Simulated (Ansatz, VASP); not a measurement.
As in VASP and in Ansatz

```
As
1.0
     0.00000    2.11791    2.11791
     2.11791    0.00000    2.11791
     2.11791    2.11791    0.00000
As
1
Direct
  0.00000 0.00000 0.00000
```

Alike in both runs: task relaxation of cell and atoms; functional PBE; k mesh 16 × 16 × 16; occupations fermi-dirac, width 0.05 eV; no spin polarisation.

|  | VASP | Ansatz |
| --- | --- | --- |
| version | VASP 6.6.1 | Ansatz 0.2.0 |
| potentials or method | VASP PAW PBE potentials, release 64 (As) | PAW with Ansatz's default frozen-core files, scalar-relativistic |
| plane-wave cutoff (eV) | 600 | 420 |
| valence electrons in the cell | 5 | 15 |

```csv
,VASP,Ansatz,Ansatz less VASP
relaxed volume (Å³/atom),19.34,19.33,-0.007
relaxed cell length with the largest relative difference (Å),3.013,3.013,-0.0004
energy change over the relaxation (meV/atom),-2,-1,+0.1
```

The two sets of potentials don't hold the same shells in valence.
